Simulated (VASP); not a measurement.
A run of VASP 6.6.1 is set up as follows.

The input INCAR:

```
SYSTEM = Al2O3
PREC = Accurate ; ENCUT = 520
EDIFF = 1E-6 ; ISMEAR = -1
SIGMA = 0.05 ; LREAL = .False.
LASPH = .True. ; NELM = 100
ALGO = Normal ; ISIF = 2
LWAVE = .False. ; LCHARG = .False.
METAGGA = R2SCAN ; LMIXTAU = .True.
```

Contents of KPOINTS:

```
regular mesh
0
Gamma
  7 7 3
  0 0 0
```

POSCAR

```
Al2O3
1.0
    3.0174825440      0.0000000000      0.0000000000
   -1.5087412720      2.6132165386      0.0000000000
    0.0000000000      0.0000000000      7.5746360022
Al O
2 3
Direct
    0.0000000000      0.0000000000      0.7220490000
    0.0000000000      0.0000000000      0.2779510000
    0.0000000000      0.0000000000      0.5000000000
    0.6666666667      0.3333333333      0.8005460000
    0.3333333333      0.6666666667      0.1994540000
```

Contents of KPOINTS_OPT:

```
path GMKGALHA,LM,KH
20
line-mode
reciprocal
 0.0000000000  0.0000000000  0.0000000000  G
 0.5000000000  0.0000000000  0.0000000000  M

 0.5000000000  0.0000000000  0.0000000000  M
 0.3333333333  0.3333333333  0.0000000000  K

 0.3333333333  0.3333333333  0.0000000000  K
 0.0000000000  0.0000000000  0.0000000000  G

 0.0000000000  0.0000000000  0.0000000000  G
 0.0000000000  0.0000000000  0.5000000000  A

 0.0000000000  0.0000000000  0.5000000000  A
 0.5000000000  0.0000000000  0.5000000000  L

 0.5000000000  0.0000000000  0.5000000000  L
 0.3333333333  0.3333333333  0.5000000000  H

 0.3333333333  0.3333333333  0.5000000000  H
 0.0000000000  0.0000000000  0.5000000000  A

 0.5000000000  0.0000000000  0.5000000000  L
 0.5000000000  0.0000000000  0.0000000000  M

 0.3333333333  0.3333333333  0.0000000000  K
 0.3333333333  0.3333333333  0.5000000000  H
```

Potentials or basis: VASP PAW PBE potentials, release 64 (Al, O).

The run is started by

```console
$ cat potpaw_PBE.64/Al/POTCAR potpaw_PBE.64/O/POTCAR > POTCAR
$ mpirun -np 1 vasp_std > vasp.out
```

Question: Predict the band gap on the k mesh.

Answer: 2.95 eV, direct.

Question: Estimate the band gap along the path.

Answer: 2.95 eV, direct.

Question: Predict the largest force.

Answer: 0.414 eV/Å.

Question: Estimate the pressure.

Answer: -5.6 GPa.

Levels at the corners of the path, in eV from the valence-band top:
```csv
point,band 9,band 10,band 11,band 12,band 13,band 14,band 15,band 16
Γ,-3.83,-2.43,0.00,0.00,2.95,5.04,8.09,11.46
M,-3.61,-3.22,-1.81,-0.50,5.29,6.98,8.99,9.82
M,-3.61,-3.22,-1.81,-0.50,5.29,6.98,8.99,9.82
K,-3.58,-3.58,-1.44,-1.44,7.51,7.51,8.38,11.09
K,-3.58,-3.58,-1.44,-1.44,7.51,7.51,8.38,11.09
Γ,-3.83,-2.43,0.00,0.00,2.95,5.04,8.09,11.46
Γ,-3.83,-2.43,0.00,0.00,2.95,5.04,8.09,11.47
A,-3.75,-3.18,0.00,0.00,3.88,4.05,8.97,9.52
A,-3.75,-3.18,0.00,0.00,3.88,4.05,8.97,9.52
L,-3.49,-3.45,-1.74,-0.49,5.78,6.30,8.97,9.44
L,-3.49,-3.45,-1.74,-0.49,5.78,6.30,8.97,9.44
H,-3.52,-3.52,-1.51,-1.51,7.52,7.52,8.40,11.13
H,-3.52,-3.52,-1.51,-1.51,7.52,7.52,8.40,11.12
A,-3.75,-3.18,0.00,0.00,3.88,4.05,8.97,9.52
L,-3.49,-3.45,-1.74,-0.49,5.78,6.30,8.97,9.44
M,-3.61,-3.22,-1.81,-0.50,5.29,6.98,8.99,9.82
K,-3.58,-3.58,-1.44,-1.44,7.51,7.51,8.38,11.09
H,-3.52,-3.52,-1.51,-1.51,7.52,7.52,8.40,11.13
```

Caveat: the PAW data sets were made with another functional, which shifts forces and pressure a little. r2SCAN opens gaps a little over a GGA but as a rule still falls short of measured ones.
